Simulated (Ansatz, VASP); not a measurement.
# C in VASP and in Ansatz

```
C
1.0
     0.00000    1.78014    1.78014
     1.78014    0.00000    1.78014
     1.78014    1.78014    0.00000
C
2
Cartesian
  0.0000 0.0000 0.0000
  0.8901 0.8901 0.8901
```

Alike in both runs: functional r2SCAN; k mesh 12 × 12 × 12; no spin polarisation.

Ansatz relaxed the structure, and its values are those at the end. VASP's run is a single point on that final structure, the one shown.

|  | VASP | Ansatz |
| --- | --- | --- |
| version | VASP 6.6.1 | Ansatz 0.2.0 |
| potentials or method | VASP PAW PBE potentials, release 64 (C) | scalar-relativistic, plane waves, PAW |
| plane-wave cutoff (eV) | 520 | 500 |
| occupations | gaussian, width 0.01 eV | fixed |
| valence electrons in the cell | 8 | 8 |

Ansatz gave:

| Quantity | Value |
| --- | --- |
| pressure (GPa) | 0.0 |

Q: What did VASP give for the same quantities?

A: Pressure (GPa): 1.1.

Caveats: the PAW data sets were made with another functional, which shifts forces and pressure a little (VASP).
